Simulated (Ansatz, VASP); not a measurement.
**GaP: VASP beside Ansatz**

The input INCAR:

```
SYSTEM = GaP
PREC     = Accurate       ! precision mode
ENCUT    = 520            ! plane-wave cutoff, eV
EDIFF    = 1E-6           ! SCF threshold, eV
ISMEAR   = 0              ! smearing method
SIGMA    = 0.012          ! smearing width, eV
LREAL    = .False.        ! projectors in reciprocal space
LASPH    = .True.         ! aspherical terms in the spheres
NELM     = 80             ! most SCF steps
ALGO     = Normal         ! electronic algorithm
ISIF     = 2              ! what is computed and relaxed
LWAVE    = .False.        ! write WAVECAR
LCHARG   = .False.        ! write CHGCAR
GGA      = PE             ! functional
NBANDS   = 16             ! bands
```

Contents of KPOINTS:

```
regular mesh
0
Gamma
  8 8 8
  0 0 0
```

File POSCAR:

```
GaP
1.0
    0.0000000000      2.7252500000      2.7252500000
    2.7252500000      0.0000000000      2.7252500000
    2.7252500000      2.7252500000      0.0000000000
Ga P
1 1
Direct
    0.0000000000      0.0000000000      0.0000000000
    0.7500000000      0.7500000000      0.7500000000
```

input.yaml

```yaml
crystal:
  lattice:
    - [0.0, 2.72525, 2.72525]
    - [2.72525, 0.0, 2.72525]
    - [2.72525, 2.72525, 0.0]
  atoms:
    - { symbol: Ga, position: [0.0, 0.0, 0.0] }
    - { symbol: P, position: [0.75, 0.75, 0.75] }
hamiltonian:
  xc: pbe
  pseudopotentials: { kind: paw }
kpoints:
  mp_grid: { grid: [8, 8, 8] }
scf:
  occupations: { method: gaussian, width: 0.012 }
output:
  forces: true
  stress: true
  eigenvalues: true
```

Alike in both runs: task single point; functional PBE; k mesh 8 × 8 × 8; occupations gaussian, width 0.012 eV; no spin polarisation.

|  | VASP | Ansatz |
| --- | --- | --- |
| version | VASP 6.6.1 | Ansatz 0.2.0 |
| potentials or method | VASP PAW PBE potentials, release 64 (Ga_d, P) | Ansatz PAW |
| plane-wave cutoff (eV) | 520 | 420 |
| valence electrons in the cell | 18 | 18 |

|  | VASP | Ansatz | Ansatz less VASP |
| --- | --- | --- | --- |
| gap on the k mesh at the Fermi level (eV) | 1.64 | 1.64 | 0.000 |
| least direct gap on the mesh (eV) | 1.83 | 1.83 | +0.002 |
| pressure (GPa) | 2.4 | 2.5 | +0.08 |

A k mesh can miss the band edges. PBE gaps usually lie below the measured ones, often by a third to a half.
